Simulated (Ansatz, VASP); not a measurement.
**One calculation of CdS, two programs**

File INCAR:

```
PREC = Accurate
ENCUT = 520
EDIFF = 1E-6
ISMEAR = -1
SIGMA = 0.1
LREAL = F
LASPH = T
NELM = 60
ALGO = Normal
ISIF = 2
LWAVE = F
LCHARG = F
GGA = PE
NBANDS = 16
```

The input KPOINTS:

```
regular mesh
0
Gamma
  13 13 13
```

File POSCAR:

```
CdS
1.0
    0.0000000000      2.7474169604      2.7474169604
    2.7474169604      0.0000000000      2.7474169604
    2.7474169604      2.7474169604      0.0000000000
Cd S
1 1
Direct
    0.0000000000      0.0000000000      0.0000000000
    0.5000000000      0.5000000000      0.5000000000
```

Input for Ansatz:

```yaml
crystal:
  lattice:
    - [0.0, 2.7474169604, 2.7474169604]
    - [2.7474169604, 0.0, 2.7474169604]
    - [2.7474169604, 2.7474169604, 0.0]
  atoms:
    - { symbol: Cd, position: [0.0, 0.0, 0.0] }
    - { symbol: S, position: [0.5, 0.5, 0.5] }
kpoints:
  mp_grid: { grid: [13, 13, 13] }
scf:
  occupations: { method: fermi_dirac, width: 0.1 }
hamiltonian:
  xc: pbe
  pseudopotentials: { kind: paw }
output:
  forces: true
  stress: true
  eigenvalues: true
```

Change from the starting cell: volume scaled by 1, to set the pressure.

Alike in both runs: task single point; functional PBE; k mesh 13 × 13 × 13; occupations fermi-dirac, width 0.1 eV; no spin polarisation.

|  | VASP | Ansatz |
| --- | --- | --- |
| version | VASP 6.6.1 | Ansatz 0.2.0 |
| potentials or method | VASP PAW PBE potentials, release 64 (Cd, S) | PAW with Ansatz's default frozen-core files, scalar-relativistic |
| plane-wave cutoff (eV) | 520 | 420 |
| valence electrons in the cell | 18 | 26 |

Ansatz gave:

```
pressure (GPa) : 0.0
```

Q: Estimate VASP's values.

A: Pressure (GPa): 0.4.

The functional is the same, so the differences come from potentials, cutoffs and numerics. The two sets of potentials don't hold the same shells in valence.

Caveats: an odd mesh through Γ misses points on the zone boundary, where band edges often lie.
